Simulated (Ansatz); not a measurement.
**Relaxation of Zn$_{14}$S$_{15}$**

All numbers below come from Ansatz, DFT PBE, scalar-relativistic, plane waves, PAW. Run with 420 eV cutoff, 2×2×2 k-mesh, Gaussian smearing of 0.01 eV, collinear spin.

What was changed: Zn vacancy (site a), charge -1, atoms relaxed at the host's cell.

In a supercell of 29 atoms the defect feels its periodic images, and the cell reads as a metal on the mesh, so a level in the gap can't be told from a carrier in the bands.

Command:

```bash
ansatz run input.yaml --threads 4 --pin off --max-ram 10240MiB --backend cpu --events-out ev --progress --plain --runs-dir out
```

Input:

```yaml
crystal:
  lattice:
    - [0.0, -6.6618213955, 0.0]
    - [0.0, -2.2206071318, 9.449287567]
    - [-9.61551094, -3.3309106977, 0.0]
  atoms:
    - { symbol: Zn, position: [0.8035099963, 0.9975169823, 0.4052649436] }
    - { symbol: Zn, position: [0.1920302511, 0.9964948196, 0.6043772948] }
    - { symbol: Zn, position: [0.409258263, 0.9975275353, 0.1941427166] }
    - { symbol: Zn, position: [-0.0026409111, 0.9965669054, -0.0049903243] }
    - { symbol: Zn, position: [0.3739554395, 0.6732107021, 0.7997418527] }
    - { symbol: Zn, position: [0.5775465309, 0.6675908929, 0.3999954483] }
    - { symbol: Zn, position: [0.974619166, 0.6742507937, 0.6001740843] }
    - { symbol: Zn, position: [0.1777492676, 0.6675847967, 0.1995287815] }
    - { symbol: Zn, position: [0.7751781065, 0.6740613624, -0.000742662] }
    - { symbol: Zn, position: [0.1618134901, 0.3317812461, 0.799893617] }
    - { symbol: Zn, position: [0.3549446891, 0.3322605594, 0.4004520994] }
    - { symbol: Zn, position: [0.7482483659, 0.3327781854, 0.6059688009] }
    - { symbol: Zn, position: [0.9556098194, 0.3322318114, 0.1993170276] }
    - { symbol: Zn, position: [0.5544196367, 0.3329001011, -0.0061757647] }
    - { symbol: S, position: [0.5135862633, 0.2495737355, 0.8011205181], spin: 0.25 }
    - { symbol: S, position: [0.7170375732, 0.2495894261, 0.4008823395] }
    - { symbol: S, position: [0.1147565624, 0.2494415121, 0.600502567] }
    - { symbol: S, position: [0.3181641696, 0.2495955256, 0.1987585735] }
    - { symbol: S, position: [0.9155239899, 0.2494487753, -0.0008140339] }
    - { symbol: S, position: [0.0714894253, 0.5843783782, 0.7997700903] }
    - { symbol: S, position: [0.2713662876, 0.583529212, 0.4003055176] }
    - { symbol: S, position: [0.6718924002, 0.584980535, 0.6004976716] }
    - { symbol: S, position: [0.8719228839, 0.5834953965, 0.1992444223] }
    - { symbol: S, position: [0.4725740431, 0.5849801905, -0.0009503239] }
    - { symbol: S, position: [0.293017376, 0.9197638109, 0.7986457685], spin: 0.25 }
    - { symbol: S, position: [0.4930282291, 0.9175793969, 0.4006975947] }
    - { symbol: S, position: [0.8812792821, 0.9193269326, 0.6046585188], spin: 0.25 }
    - { symbol: S, position: [0.0939861847, 0.9175956416, 0.1989831264] }
    - { symbol: S, position: [0.6918249873, 0.9185903457, -0.0066653965], spin: 0.25 }
  host:
    lattice:
      - [1.923102188, 1.1103035659, 9.449287567]
      - [-1.923102188, 1.1103035659, 9.449287567]
      - [0.0, -2.2206071318, 9.449287567]
    atoms:
      - { symbol: Zn, position: [0.9999659062, 0.9999659062, 0.9999659062] }
      - { symbol: Zn, position: [0.2222538451, 0.2222538451, 0.2222538451] }
      - { symbol: Zn, position: [0.4445320861, 0.4445320861, 0.4445320861] }
      - { symbol: S, position: [0.0832951078, 0.0832951078, 0.0832951078] }
      - { symbol: S, position: [0.5278530986, 0.5278530986, 0.5278530986] }
      - { symbol: S, position: [0.3054259562, 0.3054259562, 0.3054259562] }
total_charge: -1
basis:
  ecutwfc: 420
  xc_grid: 2
kpoints:
  mp_grid: { grid: [2, 2, 2], shift: [0.0, 0.0, 0.0] }
hamiltonian:
  xc: pbe
scf:
  occupations: { method: gaussian, width: 0.01 }
output:
  forces: true
  stress: false
  eigenvalues: true
  populations: true
  charged_corrections:
    defect_position: [0.60003409, 0.99989772, 0.8]
    epsilon: [[9.1423, 0.0, 0.0], [0.0, 9.1423, 0.0], [0.0, 0.0, 9.5498]]
  write_density: true
  write_potential: true
  elf: true
  volumetric_format: npy
magnetization:
  spin_polarized: true
relax:
  adjacent_minimum: "off"
  f_tol: 0.025
  max_steps: 45
```

F is the free energy.

Steps:

| step | F − F(1) (eV) | largest force component (eV/Å) |
| --- | --- | --- |
| 1 | 0.0000 | 0.217 |
| 2 | -0.0130 | 0.113 |
| 3 | -0.0176 | 0.022 |
| 4 | -0.0176 | 0.022 |

Relaxed structure:

```xyz
29
Lattice="0.0000 -6.6618 0.0000 0.0000 -2.2206 9.4493 -9.6155 -3.3309 0.0000" Properties=species:S:1:pos:R:3 pbc="T T T"
Zn   -3.8882   -8.9239    9.4135
Zn   -5.8252   -5.4953    9.4039
Zn   -1.8757   -5.5932    9.4137
Zn    0.0612   -2.1650    9.4040
Zn   -7.6900   -6.6405    6.3811
Zn   -3.8489   -6.6622    6.3160
Zn   -5.7691   -9.9903    6.3828
Zn   -1.9158   -3.3314    6.3160
Zn    0.0044   -6.6596    6.3830
Zn   -7.6899   -4.4929    3.1406
Zn   -3.8500   -4.4302    3.1331
Zn   -5.8356   -7.7386    3.1511
Zn   -1.9144   -7.7610    3.1333
Zn    0.0710   -4.4077    3.1514
S    -7.6900   -6.6480    2.3349
S    -3.8533   -6.6634    2.3590
S    -5.7728   -3.3145    2.3609
S    -1.9110   -3.3324    2.3592
S     0.0084   -6.6453    2.3610
S    -7.6901   -4.4274    5.5249
S    -3.8447   -4.4381    5.5083
S    -5.7725   -7.7708    5.5325
S    -1.9200   -7.7690    5.5084
S     0.0079   -4.4400    5.5327
S    -7.6898   -6.6743    8.6881
S    -3.8589   -6.6615    8.6729
S    -5.8059   -9.9549    8.6808
S    -1.9053   -3.3307    8.6729
S     0.0417   -6.6244    8.6808
```

The run converged. Time: 2.4 min on 4 threads of Arm Neoverse V2 (shared host), peak memory 2.8 GiB.